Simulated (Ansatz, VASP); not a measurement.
**One calculation of Br, two programs**

INCAR

```
  ALGO = Normal
  EDIFF = 1E-7
  ENCUT = 520
  GGA = PE
  ISIF = 2
  ISMEAR = -1
  LASPH = T
  LCHARG = F
  LREAL = F
  LWAVE = F
  NBANDS = 10
  NELM = 100
  PREC = Accurate
  SIGMA = 0.05
```

File KPOINTS:

```
k-points
0
Gamma
  13 13 13
```

POSCAR

```
Br
1.0
   -1.4234917050      1.4234917050      3.5775173700
    1.4234917050     -1.4234917050      3.5775173700
    1.4234917050      1.4234917050     -3.5775173700
Br
1
Direct
    0.0000000000      0.0000000000      0.0000000000
```

Contents of input.yaml:

```yaml
crystal:
  lattice:
    - [-1.423491705, 1.423491705, 3.57751737]
    - [1.423491705, -1.423491705, 3.57751737]
    - [1.423491705, 1.423491705, -3.57751737]
  atoms:
    - { symbol: Br, position: [0.0, 0.0, 0.0] }
kpoints:
  mp_grid: { grid: [13, 13, 13] }
scf:
  occupations: { method: fermi_dirac, width: 0.05 }
hamiltonian:
  xc: pbe
  pseudopotentials: { kind: all_electron, lapw: { basis_error: 0.0005 } }
output:
  forces: true
  stress: true
  eigenvalues: true
```

Alike in both runs: task single point; functional PBE; k mesh 13 × 13 × 13; occupations fermi-dirac, width 0.05 eV; no spin polarisation.

|  | VASP | Ansatz |
| --- | --- | --- |
| version | VASP 6.6.1 | Ansatz 0.2.0 |
| potentials or method | VASP PAW PBE potentials, release 64 (Br) | all-electron LAPW, scalar-relativistic |
| plane-wave cutoff (eV) | 520 | see its input |

VASP gave:

* gap on the k mesh at the Fermi level (eV): none
* pressure (GPa): 1.4
* largest component of the traceless stress (GPa): 0.28

Problem. What did Ansatz give for the same quantities?

Solution. gap on the k mesh at the Fermi level (eV): none; pressure (GPa): 1.4; largest component of the traceless stress (GPa): 0.27.

A gap of «none» marks a metal or a gap that the smearing closes. Ansatz ran all-electron here, so the differences hold the error of VASP's frozen core and of both bases.

Caveats: an odd number of electrons without spin polarisation forces a metal; a magnetic or distorted state may lie lower.
